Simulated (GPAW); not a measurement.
This GPAW 26.7.0 run on Cu needs a look.

run.py

```python
from ase.dft.bandgap import bandgap
from ase.io import read, write
from ase.units import GPa
from gpaw import GPAW, PW

atoms = read('POSCAR')

calc = GPAW(mode=PW(600),
            xc='PBE',
            kpts={'size': (13, 13, 13), 'gamma': True},
            occupations={'name': 'fermi-dirac', 'width': 0.05},
            nbands=14,
            convergence={'density': 1e-05, 'energy': 1e-05},
            maxiter=6,
            txt='gpaw.txt')
atoms.calc = calc
energy = atoms.get_potential_energy()
forces = atoms.get_forces()
stress = atoms.get_stress()
calc.write('gs.gpw')
write('result.traj', atoms)
print(f'Energy: {energy:.6f} eV')
print('Forces (eV/A):')
print(forces.round(4))
print('Stress (GPa):', (stress / GPa).round(3))
print('Fermi level:', round(calc.get_fermi_level(), 4), 'eV')
print(f'Gap: {bandgap(calc)[0]:.4f} eV, direct: {bandgap(calc, direct=True)[0]:.4f} eV')
```

Contents of POSCAR:

```
Cu
1.0
   -1.4539857600      1.4643106900      1.3739820400
    1.4487133000     -1.4679854000      1.3723068300
    1.4251542200      1.4391538600     -1.3778349000
Cu
1
Direct
    0.0000000000      0.0000000000      0.0000000000
```

Potentials or basis: GPAW PAW data sets (gpaw-data 1.2.1), pw.

Run with:

```bash
$ OMP_NUM_THREADS=1 python run.py
```

gpaw.txt:

```text
__  _  _
 | _ |_)|_||  |
 |__||  | ||/\| - 26.7.0

Input parameters:
  mode=PW(ecut=600.0),
  convergence={'density': 1e-05, 'energy': 1e-05},
  kpts=MonkhorstPack(size=(13, 13, 13), gamma=True),
  maxiter=6,
  nbands=14,
  occupations=Occupations(name='fermi-dirac', width=0.05),
  xc=XC(name='PBE')

Diagonalizing LCAO Hamiltonian
Converting LCAO to pw mode

       Cu

Atoms  # Å, Bohr magnetons
|   | symbol |        x |        y |        z |    initial magnetic moments |
|---|--------|----------|----------|----------|-----------------------------|
| 0 |     Cu | 0.000000 | 0.000000 | 0.000000 | ( 0.0000,  0.0000,  0.0000) |

Unit cell  # Å
| periodic |         x |         y |         z |  lengths |     angles |
|----------|-----------|-----------|-----------|----------|------------|
|      yes | -1.453986 |  1.464311 |  1.373982 | 2.479134 | 108.632335 |
|      yes |  1.448713 | -1.467985 |  1.372307 | 2.477292 | 107.814216 |
|      yes |  1.425154 |  1.439154 | -1.377835 | 2.449624 | 112.704173 |

Number of symmetries: 2
Symmetry operations  # r_c * U_cc + t_c -> r_c
|   | kind |            matrix            |
[... 69 lines left out ...]
    |   3d | 10.000 |      -5.039 |    1.058 |
    |    s |        |      22.603 |    1.164 |
    |    p |        |      26.513 |    1.164 |
    |    d |        |      22.172 |    1.058 |

    Using partial waves for Cu as LCAO basis

Reference energy: -45021.451841  # eV

eigensolver:
  PPCG
  Converge bands: occupied
  niter=2

density mixing:
  MSR1-Mixer
  Pratt-step length: 0.05
  Maximum mixing coefficient: 0.75
  Old densities: 10
  SVD Regularization: 0.005
  Good broyden scale: 1.0
  Trust region scale: 1.0
  Backstep threshold: 4.0
  History deletion threshold: 6.0
  Fourier metric: weight=20.0, sigma=0.015

occupation numbers:
  Fermi-Dirac:
    width: 0.0500  # eV

poisson solver:
  ecut: 4800.0  # eV

xc functional:
  name: PBE with 2 nearest neighbor stencil

convergence criteria:
- Maximum integral of absolute [dens]ity change: 1e-05 electrons / valence electron
- Maximum [total energy] change in last 3 cyles: 1e-05 eV / valence electron
- Maximum integral of absolute [eigenst]ate change: 4e-08 eV^2 / valence electron
maximum number of iterations: 6

SCF iterations
|iter     | |      energy | eigst |  dens |
|---------|-|-------------|-------|-------|
|iter:   1| |   -4.578982 | -0.44 |       |
|iter:   2| |   -4.218630 | -3.02 | -0.90 |
|iter:   3| |   -3.641534 | -1.93 | -1.00 |
|iter:   4| |   -3.631271 | -4.01 | -1.82 |
|iter:   5| |   -3.623975 | -3.49 | -1.96 |
|iter:   6| |   -3.623985 | -6.49 | -3.51 |
```

On the terminal:

```text
gpaw.KohnShamConvergenceError
```

What happened, and what is wrong with the input?

The run did not converge. The input holds a flaw that was put in on purpose: too few SCF iterations allowed.
